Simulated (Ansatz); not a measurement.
# SnSe: the cost of one run

Program: Ansatz 0.2.0. Level of theory: DFT PBE+D3(BJ), scalar-relativistic, plane waves, PAW. These are calculated values, not measurements.

17 further runs of the same task are left out: 17 set aside as unsound or not needed.

## (1) The starting structure

It takes space group Fm-3m (No. 225, cubic). The conventional cell has a = 5.971 Å, b = 5.971 Å, c = 5.971 Å, α = 90.00°, β = 90.00°, γ = 90.00°. Sn (site symmetry m-3m) is surrounded by 6 Se at 2.98 to 2.99 Å. Around Se (site symmetry m-3m) lie 6 Sn at 2.98 to 2.99 Å.

As a file:

```cif
data_structure
_symmetry_space_group_name_H-M 'P 1'
_symmetry_Int_Tables_number 1
_cell_length_a 4.2220
_cell_length_b 4.2220
_cell_length_c 5.9711
_cell_angle_alpha 90.000
_cell_angle_beta 90.000
_cell_angle_gamma 90.000
_cell_volume 106.44
loop_
_atom_site_label
_atom_site_type_symbol
_atom_site_fract_x
_atom_site_fract_y
_atom_site_fract_z
_atom_site_occupancy
Sn1 Sn 0.50000 0.00000 0.25009 1
Sn2 Sn 0.00000 0.50000 0.74991 1
Se1 Se 0.50000 0.00000 0.74994 1
Se2 Se 0.00000 0.50000 0.25006 1
```

It goes back to an entry of the Materials Project, which need not be the stable form.

This cell was relaxed beforehand with the same method: volume 26.61 Å³/atom, gap on the mesh 0.40 eV.

## (2) What is varied

The energy is mapped over the lattice constants a and c of the conventional cell.

The axes are (1) lattice constant a (and b): 7 values from 4.011 to 4.433 Å; (2) lattice constant c: 7 values from 5.111 to 6.831 Å.

Nothing else is relaxed (fractional coordinates fixed). Energies count from the relaxed crystal. Points are written as (first, second).

## (3) The run at (4.011 Å, 5.971 Å)

Contents of input.yaml:

```yaml
crystal:
  lattice:
    - [4.0109, 0.0, 0.0]
    - [0.0, 4.0109, 0.0]
    - [0.0, 0.0, 5.9710971824]
  atoms:
    - { symbol: Sn, position: [0.5, 0.0, 0.2500887432] }
    - { symbol: Sn, position: [0.0, 0.5, 0.7499112568] }
    - { symbol: Se, position: [0.5, 0.0, 0.7499352227] }
    - { symbol: Se, position: [0.0, 0.5, 0.2500647773] }
basis:
  ecutwfc: 420
kpoints:
  mp_grid: { grid: [8, 8, 6] }
hamiltonian:
  xc: pbe
  dispersion: d3bj
scf:
  occupations: { method: gaussian, width: 0.03 }
output:
  forces: true
  stress: true
  eigenvalues: true
```

Launch:

```bash
ansatz run input.yaml --threads 1 --pin off --max-ram 2048MiB --backend cpu --events-out ev --progress --plain --runs-dir out
```

What time and memory should one allow on 1 thread of Arm Neoverse V1, shared host?

About 12 s, with a peak of 0.43 GiB.
